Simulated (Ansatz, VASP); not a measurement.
P in VASP and in Ansatz

```xyz
1
Lattice="2.4347 0.0000 0.0000 0.0000 2.4347 0.0000 0.0000 0.0000 2.4634" Properties=species:S:1:pos:R:3 pbc="T T T"
P     0.0000    0.0000    0.0000
```

Alike in both runs: functional PBE; k mesh 6 × 6 × 8; occupations gaussian, width 0.1 eV; no spin polarisation.

Ansatz relaxed the structure, and its values are those at the end. VASP's run is a single point on that final structure, the one shown.

|  | VASP | Ansatz |
| --- | --- | --- |
| version | VASP 6.6.1 | Ansatz 0.2.0 |
| potentials or method | VASP PAW PBE potentials, release 64 (P) | scalar-relativistic, plane waves, PAW |
| plane-wave cutoff (eV) | 520 | 420 |
| valence electrons in the cell | 5 | 5 |

|  | VASP | Ansatz | Ansatz less VASP |
| --- | --- | --- | --- |
| gap on the k mesh at the Fermi level (eV) | none | none | - |
| pressure (GPa) | -0.1 | 0.2 | +0.28 |

A gap of «none» marks a metal or a gap that the smearing closes.

Caveats: the k mesh is coarse (spacing up to 0.43 Å⁻¹), so the values aren't converged.
